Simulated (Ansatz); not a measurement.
**Dielectric function and optical constants of ZnSe (Stilleite)**

What colour and refractive index does ZnSe (Stilleite) have at this level of theory?

Main program and level: Ansatz 0.2.0; DFT, PBE, plane-wave PAW, default files, scalar-relativistic, independent-particle optical response without local fields.

## 1. Starting point

The structure is cubic, space group F-43m (No. 216). Conventional cell: a = 5.668 Å, b = 5.668 Å, c = 5.668 Å, α = 90.00°, β = 90.00°, γ = 90.00°. Nearest to Se lie 4 Zn at 2.45 Å. Nearest to Zn lie 4 Se at 2.45 Å. Farther neighbours and most contacts between anions are not listed.

As a file:

```cif
data_structure
_symmetry_space_group_name_H-M 'F-43m'
_symmetry_Int_Tables_number 216
_cell_length_a 5.6676
_cell_length_b 5.6676
_cell_length_c 5.6676
_cell_angle_alpha 90.000
_cell_angle_beta 90.000
_cell_angle_gamma 90.000
_cell_volume 182.05
loop_
_atom_site_label
_atom_site_type_symbol
_atom_site_symmetry_multiplicity
_atom_site_Wyckoff_symbol
_atom_site_fract_x
_atom_site_fract_y
_atom_site_fract_z
_atom_site_occupancy
Se1 Se 4 c 0.25000 0.25000 0.25000 1
Zn1 Zn 4 a 0.00000 0.00000 0.00000 1
```

## 2. Ground state and bands

First the ground state: is it a metal or has it a gap?

This step: DFT, PBE, plane-wave PAW, default files, scalar-relativistic, ground state (Ansatz 0.2.0).

input.yaml reads:

```yaml
crystal:
  lattice:
    - [0.0, 2.8338, 2.8338]
    - [2.8338, 0.0, 2.8338]
    - [2.8338, 2.8338, 0.0]
  atoms:
    - { symbol: Se, position: [0.75, 0.75, 0.75] }
    - { symbol: Zn, position: [0.0, 0.0, 0.0] }
kpoints:
  mp_grid: { grid: [7, 7, 7] }
  band_path:
    path:
      - [[0.0, 0.0, 0.0], [0.5, 0.0, 0.5], [0.5, 0.25, 0.75], [0.375, 0.375, 0.75], [0.0, 0.0, 0.0], [0.5, 0.5, 0.5], [0.625, 0.25, 0.625], [0.5, 0.25, 0.75], [0.5, 0.5, 0.5], [0.375, 0.375, 0.75]]
      - [[0.625, 0.25, 0.625], [0.5, 0.0, 0.5]]
    npoints: 5
scf:
  occupations: { method: fermi_dirac, width: 0.05 }
  n_extra_bands: 6
hamiltonian:
  xc: pbe
  pseudopotentials: { kind: paw }
output:
  forces: true
  stress: true
  populations: true
  write_bands: true
```

The run is started by

```console
$ ansatz run input.yaml --threads 4 --pin off --max-ram 8192MiB --backend cpu --events-out ev --progress --plain --runs-dir out
```

Numbers of over 12 decimals in the logs are rounded to 6 here.

Log:

```text
scf.n_extra_bands = 6 over 14 filled bands (N_el = 28.0): the run solves 20 bands
Engine: ansatz 0.2.0, aarch64-unknown-linux-gnu
Pseudopotentials: kind: paw
Pseudopotential: Se, paw, valence charge 16, recommended cutoff 420 eV (normal), Se.paw.azcp
Pseudopotential: Zn, paw, valence charge 12, recommended cutoff 420 eV (normal), Zn.paw.azcp
Functional definition: PBE
  parameter kappa = 0.804
  parameter beta = 0.066725
  exchange = pbe_x(kappa = kappa, mu = beta*pi^2/3)
  correlation = pbe_c(beta = beta)
Crystal: 2 atoms, lattice volume = 45.513 Å³
Basis set: ecut = 420 eV, 893 PW (Γ), exchange–correlation on 54×54×54 points (8 copies of the dense FFT grid, shifted against one another)
Bands: 20, of which v1, the nominal top of the filled ones, is band 14 counted from 1 (13 counted from 0)
Symmetry: 24 space group operations
Space group: F-43m (ITA 216), of the structure as read, at distance tolerance 3.6e-5 Å
k-points: 20 of 343 (time reversal used)
Non-local potential: Se, projectors of the file, l = 0: 2, l = 1: 2, l = 2: 3, l = 3: 1
Non-local potential: Zn, projectors of the file, l = 0: 2, l = 1: 2, l = 2: 3, l = 3: 1
PAW form: soft (Blöchl's): semilocal exchange-correlation on the pseudo side does not see the compensation charge
PAW one-centre angular grid: Se, 590 points (default); XC on 64 Gauss nodes
PAW one-centre angular grid: Zn, 590 points (default); XC on 64 Gauss nodes
Initial density: superposition of atomic densities (neutral atoms: chi_scale 0, normalization atom), corrected by the library's trained network
Initial wavefunctions: pseudopotential atomic-orbital guess
Functional: x = pbe(κ = 0.804, μ = 0.219515), c = pbe(β = 0.066725)
SCF iter   1: F=—  HF=-8789.525099 eV  |F-HF|=—  |Δ(HF+E_count)|=         —  Δρ=7.46e-4  dr2=3.72e-4  ethr=1.77e-3  ⟨swp⟩=5.7  Hψ=1982  notcnv=0  defer=1
preconditioner: auto → none  [insulator: Δε(μ)=1.281 eV  Ē_g=13.616 eV  σ=0.050 eV  W_gap=1.00  n_scr=14 (ndim 8)  ℏωp=23.4 eV  f_vac=0.121  D(μ)=0.00/eV (n_scr^D=0)  ε∞_Penn≈3.9]
SCF iter   2: F=—  HF=-8789.524953 eV  |F-HF|=—  |Δ(HF+E_count)|=   1.46e-4  Δρ=4.41e-4  dr2=4.68e-5  ethr=1.33e-6  ⟨swp⟩=2.0  Hψ=836  notcnv=0  defer=8
SCF iter   3: F=—  HF=-8789.524963 eV  |F-HF|=—  |Δ(HF+E_count)|=   1.01e-5  Δρ=1.83e-4  dr2=8.51e-6  ethr=1.67e-7  ⟨swp⟩=2.0  Hψ=547  notcnv=0  defer=8
SCF iter   4: F=—  HF=-8789.524964 eV  |F-HF|=—  |Δ(HF+E_count)|=   9.35e-7  Δρ=7.59e-5  dr2=9.40e-7  ethr=3.04e-8  ⟨swp⟩=2.0  Hψ=530  notcnv=0  defer=8
SCF iter   5: F=—  HF=-8789.524968 eV  |F-HF|=—  |Δ(HF+E_count)|=   3.42e-6  Δρ=1.95e-5  dr2=2.26e-7  ethr=3.36e-9  ⟨swp⟩=2.0  Hψ=650  notcnv=0  defer=8
SCF iter   6: F=-8789.524968 eV  HF=-8789.524968 eV  |F-HF|=1.10e-8  |Δ(HF+E_count)|=   1.06e-7  Δρ=3.67e-6  dr2=4.56e-9  ethr=3.57e-10  ⟨swp⟩=7.7  Hψ=1859  notcnv=0
SCF 1 converged in 6 iterations: F = -8789.524968 eV  dr2 = 4.56e-9
  greatest PAW one-centre occupation: 1.000 electrons in one spin orbital (limit 2), on the Se atom at site 0 (counted from 0), in its partial waves of l = 2
NSCF: frozen V_eff on 52 k-points
SCF converged after 6 iterations
Free energy (F): -8789.524968 eV
Harris-Foulkes:  -8789.524968 eV  (|F-HF|=1.10e-8)
Internal energy: -8789.524968 eV  (E = F + TS)
E sigma→0 (E₀):  -8789.524968 eV
Entropy (-TS):   -0.000000 eV (-0.000 meV/atom)
Fermi energy:    7.453785 eV
--- Per-component energies (eV) ---
  E_band       = -381.409002
  E_kinetic    = 250.152173
  E_local      = -4390.952726  (includes V_loc(G=0)·N_el)
  E_nonlocal   = 18.354673
  E_hartree    = 2034.716427
  E_xc         = -241.518041
  E_vxc        = -150.311543  (∫ρ·V_xc dr)
  E_paw        = -3739.333740  (= ΣΔE_a)
  E_vpaw       = -178.084174  (= ΣTr[D̂ρ^β])
  E_aug_tail   = -0.000889  (compensation charges beyond the density's cutoff)
  E_ewald      = -2720.942845
  E_smearing   = -0.000000  (= −TS)
  E_closure    = -0.000000  (closes the sum)
  Σ components = -8789.524968   (vs F -8789.524968, Δ=0.00e0)
--- Forces (eV/Å), atoms counted from 1 ---
  atom   1  Se     0.00000000     0.00000000    -0.00000000
  atom   2  Zn    -0.00000000    -0.00000000     0.00000000
  max |Σ_I F_I| component: 1.90e-16 eV/Å
--- Stress (GPa, compression-positive) ---
        2.108644       0.000000       0.000000
        0.000000       2.108644       0.000000
       -0.000000       0.000000       2.108644
  P = ⅓ Tr σ = 2.1086 GPa (21.086 kbar)
--- Band table (eV; the first three rows and the last of 20) ---
  k-point 0: bands = [... 10 lower, 0.6112, 6.7794, 6.7794, 6.7794, 8.0671, 12.5895, 12.5895, 12.5895, ... 2 higher]
  k-point 1: bands = [... 10 lower, 0.6095, 5.2116, 6.5863, 6.5863, 9.1861, 12.5654, 12.9064, 12.9064, ... 2 higher]
  k-point 2: bands = [... 10 lower, 0.6134, 3.2817, 6.2101, 6.2101, 9.5137, 13.2614, 13.2614, 13.7637, ... 2 higher]
  k-point 19: bands = [... 10 lower, 0.8884, 2.0957, 3.7548, 4.6309, 11.3979, 12.6818, 14.1020, 15.0718, ... 2 higher]
--- Löwdin populations: 2 sites ---
  site symbol       q [e]
     0     Se     17.0402
     1     Zn     10.7632
  spilling = 0.007020 (of n_electrons = 28.000000)
```

The job ended after 0.99 s (4 threads of Arm Neoverse V2, shared host; peak memory 0.33 GiB).

In the SCF lines HF is the Harris–Foulkes energy and dr2 the Hartree energy of the density residual, in eV; the loop may stop once dr2 is under the threshold and the program's other checks hold. Hψ counts applications of the Hamiltonian.

This step gave:

* free energy: -8789.5250 eV
* Fermi energy: 7.454 eV
* gap by band count: 1.288 eV
* electrons: 28
* symmetry operations: 24
* pressure: 2.109 GPa
* volume: 45.51 Å³
* gap on the path: 1.288 eV
* least direct gap on the path: 1.288 eV

There is a gap, 1.29 eV on the path, so no carriers' term is needed. The cell is left with a pressure of 2.1 GPa, as it stands unrelaxed at this level.

Electronic bands along the path, in eV, zero at the Fermi level; v1 is the highest filled band, c1 the lowest empty one:

```
          point     v4     v3     v2     v1    c1    c2     c3     c4
              Γ  -6.84  -0.67  -0.67  -0.67  0.61  5.14   5.14   5.14
0.40 of the way  -6.83  -2.95  -1.59  -1.59  2.98  3.71   6.67   6.67
              X  -6.66  -5.42  -2.86  -2.86  2.31  2.79  10.05  10.58
0.40 of the way  -6.62  -5.40  -3.07  -3.04  2.90  3.34   9.03   9.11
              W  -6.54  -5.36  -3.44  -3.34  4.81  4.88   6.29   7.04
0.40 of the way  -6.56  -5.37  -3.62  -2.97  3.93  4.95   6.91   7.56
              K  -6.58  -5.39  -3.76  -2.47  2.91  4.92   8.37   8.60
0.60 of the way  -6.83  -3.38  -1.89  -0.98  2.72  4.99   5.71   6.12
              Γ  -6.84  -0.67  -0.67  -0.67  0.61  5.14   5.14   5.14
0.40 of the way  -6.84  -3.04  -1.01  -1.01  2.01  5.41   5.65   5.65
              L  -6.68  -5.90  -1.54  -1.54  1.87  5.71   5.71   7.89
0.40 of the way  -6.66  -5.72  -2.53  -1.80  2.87  5.17   6.38   7.87
              U  -6.58  -5.39  -3.76  -2.47  2.91  4.92   8.37   8.60
0.40 of the way  -6.57  -5.38  -3.70  -2.73  3.41  4.94   7.46   7.95
              W  -6.54  -5.36  -3.44  -3.34  4.81  4.88   6.29   7.04
0.60 of the way  -6.65  -5.67  -2.72  -1.93  3.15  4.99   6.57   7.88
              L  -6.68  -5.90  -1.54  -1.54  1.87  5.71   5.71   7.89
0.40 of the way  -6.66  -5.72  -2.53  -1.80  2.87  5.17   6.38   7.87
              K  -6.58  -5.39  -3.76  -2.47  2.91  4.92   8.37   8.60
      jump to U  -6.58  -5.39  -3.76  -2.47  2.91  4.92   8.37   8.60
0.40 of the way  -6.62  -5.41  -3.36  -2.71  2.64  3.66   9.07   9.59
              X  -6.66  -5.42  -2.86  -2.86  2.31  2.79  10.05  10.58
```

(Continued in part 2 of 2.)

[Logs are printed without paths, hosts, clocks, repeated set-up lines and the standing remarks that a program may print on its own settings, such as how far it seeks lower states.]

[Hosts, paths, dates, database ids (printed as entryN), source tags and the programs' standing remarks are cut or masked in the printed files.]
